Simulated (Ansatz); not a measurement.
**H₅ClO₂: a ladder of calculations**

Cell of run 1: a computed structure from the Materials Project (it need not be an observed phase), atoms as given.

```cif
data_H5ClO2
_symmetry_space_group_name_H-M 'P2_1/c'
_symmetry_Int_Tables_number 14
_cell_length_a 3.9245
_cell_length_b 11.9843
_cell_length_c 6.7129
_cell_angle_alpha 90.000
_cell_angle_beta 100.905
_cell_angle_gamma 90.000
loop_
_atom_site_label
_atom_site_type_symbol
_atom_site_symmetry_multiplicity
_atom_site_Wyckoff_symbol
_atom_site_fract_x
_atom_site_fract_y
_atom_site_fract_z
H1 H 4 e 0.2261 0.6023 0.9066
H5 H 4 e 0.2179 0.4810 0.8073
H9 H 4 e 0.7093 0.6936 0.5692
H13 H 4 e 0.4336 0.9027 0.1534
H17 H 4 e 0.3802 0.8518 0.9054
Cl Cl 4 e 0.0250 0.8269 0.6528
O25 O 4 e 0.3107 0.5570 0.8043
O29 O 4 e 0.5580 0.6276 0.5271
```

One atom of each set is listed.

All runs are DFT with Ansatz 0.2.0 (plane waves and PAW, scalar-relativistic unless spin–orbit coupling is named, Γ-centred meshes, Fermi–Dirac smearing where given) in this cell.

Run 1: PBE, atoms as given; 420 eV, 6×2×4 k-points, smearing 0.02 eV.
Run 2: r2SCAN, atoms as given; 500 eV, 6×2×4 k-points, smearing 0.02 eV.
Run 3: LDA, atoms as given; 420 eV, 6×2×4 k-points, smearing 0.02 eV.

Problem. What does each run give, and what moves the gradients most?

Solution. 

| run | Cl V_zz (η) | O25 V_zz (η) | O29 V_zz (η) |
| --- | --- | --- | --- |
| 1 | 3.04 (0.67) | -15.68 (0.51) | -13.05 (0.41) |
| 2 | 2.85 (0.68) | -16.00 (0.51) | -13.31 (0.41) |
| 3 | 2.82 (0.69) | -14.68 (0.52) | -12.28 (0.42) |

V_zz in 10²¹ V/m²; 3 of the 8 sets of like atoms are followed. Against run 1, the gradient tensors on these sites move by at most 0.32 in run 2 (O25), 1.00 in run 3 (O25).

In runs 1, 3 the atoms aren't at the calculated equilibrium (largest force 0.39, 0.65 eV/Å).
